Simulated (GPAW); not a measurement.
# Quasiparticle gap of CuI (Marshite) in GPAW, part 2 of 2

Aim: the G0W0 gap of CuI (Marshite) on PBE, step by step.

GPAW 26.7.0; PBE and many-body steps on it, plane waves. Known limits of the many-body steps: not at the basis limit; d shell near the gap, gap tends to lie low; no spin-orbit coupling.

So far. Step 3 (Bands along the symmetry lines): The gap is 1.138 eV, as in the run before at this level. Step 4 (Empty states on the mesh, 4×4×4 mesh, 667 bands): On this mesh the gap is 1.138 eV.

The database entry behind the starting cell differs from later determinations by our own check (about 0.15 % long (mineral sample)), so it need not match the best structure at ambient conditions.

## 5. Screening and self-energy, 4×4×4 mesh, 305 bands, screening to 180 eV

Now the one-shot GW correction: screening in the RPA, then the self-energy of the levels asked for.

This step: G0W0 on PBE, plane waves, PAW.

Contents of run.py:

```python
import json
import numpy as np
from gpaw.mpi import world
from gpaw.response.g0w0 import G0W0

gw = G0W0('full.gpw',
    filename='gw',
    kpts=[0],
    bands=(7, 11),
    ecut=180,
    nbands=305,
    integrate_gamma='WS',
    ppa=True)
gw.calculate()
res = {mode: {k: v for k, v in r.items() if k != 'sigma_eskwn'}
       for mode, r in gw.all_results.items()}

if world.rank == 0:
    with open('result.json', 'w') as f:
        json.dump(res, f, default=lambda x: x.tolist())
```

Run with:

```
mpirun -n 4 gpaw python run.py
```

Numbers of over 12 decimals in the logs are rounded to 6 here.

Log:

```text
Using integrator: PointIntegrator
FrequencyGridDescriptor(from 0.000+0.000j to 0.000+27.211j eV, 2 points)
Nonperiodic BCs:  [False False False]
Using integrator: PointIntegrator
FrequencyGridDescriptor(from 0.000+0.000j to 0.000+27.211j eV, 2 points)
Nonperiodic BCs:  [False False False]
  ___  _ _ _
 |   || | | |
 | | || | | |
 |__ ||_____|
 |___|

BZ k-points: Symmetries present (total): 24

  [... matrices ...]
64 k-points: 4 x 4 x 4 Monkhorst-Pack grid + [1/8,1/8,1/8]
8 k-points in the irreducible part of the Brillouin zone
       k-points in crystal coordinates                weights
   0:     0.00000000    0.00000000    0.00000000          1/64
   1:     0.25000000    0.25000000    0.00000000          6/64
   2:     0.25000000    0.25000000    0.25000000          8/64
   3:     0.50000000    0.25000000   -0.25000000          6/64
   4:     0.50000000    0.25000000    0.25000000         12/64
   5:     0.50000000    0.50000000    0.00000000          3/64
   6:     0.50000000    0.50000000    0.25000000         24/64
   7:     0.50000000    0.50000000    0.50000000          4/64

Distributing spins, k-points and bands (1 x 1 x 4) over 4 processes
Number of blocks: 1

Quasi particle states:
k-points (IBZ indices): [0]
Band range: (7, 11)
  [... matrices ...]
Computational parameters:
Plane wave cut-off: 180 eV
Number of bands: 305
Coulomb cutoff: None
Broadening: 0.1 eV

fxc modes: GW
Kernel: RPA
Using Godby-Needs plasmon-pole approximation:
  Fitting energy: i*E0, E0 = 1.000 Hartree
Summing all q:

Calculating screened Coulomb potential
No Coulomb truncation
FrequencyGridDescriptor(from 0.000+0.000j to 0.000+27.211j eV, 2 points)
Removing empty qpoint cache files...

Calculating chi0 body with:
    Ground state adapter containing:
    Number of spins: 1
    Number of kpoints: 64
    Number of irreducible kpoints: 8
    Number of completely occupied states: 9
    Number of partially occupied states: 9
    Occupied states memory: 2.145767 M / cpu

    Linear response parametrization:
    q_c: [0.0, 0.0, 0.0]
    Number of frequency points: 2
    Planewave cutoff: 180.0
    Number of bands: 305
    Number of planewaves: 307
    Broadening (eta): 1e-06
    comm.size: 4
    kncomm.size: 4
    blockcomm.size: 1

    Memory estimate of potentially large arrays:
        chi0_wGG: 2.876251 M / cpu
Integrating chi0 body.

Symmetries of q_c:
    Direct symmetries (Uq -> q): 24
    Indirect symmetries (TUq -> q): 24
In total 48 allowed symmetries.

  [... matrices ...]
8 groups of equivalent kpoints. 87.5% reduction.

Integral kind: response function
Integrating chi0 head and wings.

Symmetries of q_c:
    Direct symmetries (Uq -> q): 24
    Indirect symmetries (TUq -> q): 24
In total 48 allowed symmetries.

  [... matrices ...]
8 groups of equivalent kpoints. 87.5% reduction.

Integral kind: response function wings

Calculating chi0 body with:
    Ground state adapter containing:
    Number of spins: 1
    Number of kpoints: 64
    Number of irreducible kpoints: 8
    Number of completely occupied states: 9
    Number of partially occupied states: 9
    Occupied states memory: 2.145767 M / cpu

[... the further q-points ...]

Results:
f:      Occupation numbers
eps:     KS-eigenvalues [eV]
vxc:     KS vxc [eV]
exx:     Exact exchange [eV]
sigma:   Self-energies [eV]
dsigma:  Self-energy derivatives
Z:       Renormalization factors
qp:      QP-energies [eV]

k-point 0 (0): (0.000, 0.000, 0.000)                GW
band       f     eps     vxc     exx   sigma  dsigma       Z      qp
                                                                   GW
   7   1.000   4.474 -30.038 -36.126   5.379  -0.354   0.739   3.951
   8   1.000   4.474 -30.038 -36.126   5.379  -0.354   0.739   3.951
   9   0.000   5.612 -12.444  -8.089  -3.948  -0.232   0.812   5.942
  10   0.000   9.359 -11.141  -6.681  -4.205  -0.243   0.805   9.564
```

It took 1.7 min on 4 MPI ranks of Arm Neoverse V1, shared host; peak memory 1.6 GiB.

Numbers from this step:

```
G0W0 gap on the points computed              : 1.991 eV
least direct G0W0 gap on the computed points : 1.991 eV
Z at the valence top                         : 0.7388
Z at the conduction bottom                   : 0.8117
starting gap on the mesh                     : 1.138 eV
k of the valence top                         : 0, 0, 0
k of the conduction bottom                   : 0, 0, 0
```

The gap on the mesh goes from 1.14 eV to 1.99 eV, a correction of +0.85 eV.

Limits: finite bands, cutoff and mesh; d shell near the gap, gap tends to lie low; no spin-orbit coupling. v1 is the top filled band, c1 the lowest empty one. Levels before and after the correction, in eV, zero at the valence-band top of each column:

|  | conduction bottom | valence top |
| --- | --- | --- |
| Kohn-Sham | 1.14 | 0.00 |
| G0W0 | 1.99 | 0.00 |

|  | level | energy (eV) |
| --- | --- | --- |
| Kohn-Sham | Γ v2-v1 | 0.000 |
| Kohn-Sham | Γ c1 | 1.137 |
| Kohn-Sham | Γ c2 | 4.884 |
| G0W0 | Γ v2-v1 | 0.000 |
| G0W0 | Γ c1 | 1.991 |
| G0W0 | Γ c2 | 5.614 |

## 6. Where the time went

Times are wall times on 4 MPI ranks of Arm Neoverse V1, shared host, good to a factor of about two.

| step | time | share | memory (GiB) |
| --- | --- | --- | --- |
| ground state | 6 s | 4 % | 0.65 |
| bands along the symmetry lines | 9.2 s | 7 % | 0.72 |
| empty states on the mesh | 21 s | 15 % | 1.9 |
| screening and self-energy | 1.7 min | 74 % | 1.6 |

## 7. Results

* PBE gap: 1.14 eV, direct
* G0W0 gap on the mesh: 1.99 eV
* GW settings: 4×4×4 mesh, 305 bands, screening to 180 eV, Godby-Needs plasmon pole
* known limits: not at the basis limit; d shell near the gap, gap tends to lie low; no spin-orbit coupling

In words: G0W0 moves the gap on the mesh from 1.14 eV to 1.99 eV (+0.85 eV), with Z of 0.74 and 0.81 at the edges. Only 1 of the mesh's irreducible points was corrected, so a valley elsewhere could overtake. The dearest step here is «screening and self-energy». Bands and cutoff are finite, so the gap is not at the basis limit. The miss can reach some tenths of an eV and take either sign; the mesh is an error of its own. These stock PAW sets were not made for GW; the filled d or f shell of I lies in the frozen core, which bears on start and correction. In the G0W0 run levels were corrected at 1 k point alone, so a gap called «on the mesh» is the least over those, and an edge elsewhere would be missed. A d shell, filled or nearly so, lies near the gap. One-shot GW converges very slowly in bands there, not always from below, and on a semilocal start the gap tends to come out low; starts rich in exact exchange can overshoot instead. The many-body steps are scalar-relativistic: spin-orbit coupling is not in them.

[Paths, hosts, dates, memory and timing lines, banners, echoed tables and standing remarks are left out of the program output.]

[Logs are printed without paths, hosts, clocks, repeated set-up lines and the standing remarks that a program may print on its own settings, such as how far it seeks lower states.]

[Runs of the session that timed out or met a known fault of the program may be left out.]

[Hosts, paths, dates, database ids (printed as entryN), source tags and the programs' standing remarks are cut or masked in the printed files.]
